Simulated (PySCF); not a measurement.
Molecule: SMILES CC(C)(C)O, C4H10O.

Geometry:
| atom | x (Å) | y (Å) | z (Å) |
| --- | --- | --- | --- |
| C1 | 0.166 | -1.362 | -0.451 |
| C2 | -0.090 | -0.018 | 0.228 |
| C3 | -0.890 | 0.906 | -0.688 |
| C4 | 1.222 | 0.636 | 0.636 |
| O5 | -0.799 | -0.222 | 1.440 |
| H6 | 0.754 | -1.247 | -1.374 |
| H7 | 0.710 | -2.032 | 0.231 |
| H8 | -0.786 | -1.849 | -0.721 |
| H9 | -1.098 | 1.857 | -0.177 |
| H10 | -0.349 | 1.120 | -1.622 |
| H11 | -1.854 | 0.445 | -0.960 |
| H12 | 1.847 | 0.855 | -0.243 |
| H13 | 1.783 | -0.028 | 1.311 |
| H14 | 1.023 | 1.576 | 1.172 |
| H15 | -1.639 | -0.638 | 1.219 |

Spin–spin couplings on one PBE0-D3(BJ)/def2-SVP geometry, PySCF 2.14.0 with density-fitted response routines, gas phase, non-relativistic, equivalent pairs averaged (without the spin–dipole term); isotopes ¹³C; functional B3LYP.

Reference values (Hz): ¹J(C1,C2) = 39.5 (measured; liquid or solution; F. J. Weigert, PhD thesis, Caltech 1968 (Carbon-13 magnetic resonance spectroscopy)).

Question: How do the couplings (Hz) change with the basis set? Times are CPU seconds on shared hosts with different chips, so compare them loosely. Far from the basis limit: 6-31G*, pcJ-0, 6-31G-J, def2-TZVP, cc-pVTZ.

Answer: 
```tsv
basis set	functions	¹J(C1,C2)	abs. error	core-s
6-31G*	90	53.4	13.9	6.2
pcJ-0	95	29.0	10.5	5.5
6-31G-J	100	39.9	0.4	7.7
def2-TZVP	215	38.7	0.8	27
pcJ-1	235	39.8	0.3	23
cc-pVTZ	290	34.2	5.3	40
```

Errors compare magnitudes, without vibrational corrections. Closest: pcJ-1 and 6-31G-J, practically level; furthest: 6-31G*.

The Fermi-contact term samples the wavefunction at the nucleus, which is why sets with added tight s functions (names with J) are made for couplings. Agreement of an ordinary basis with the reference is then largely a cancellation of errors.
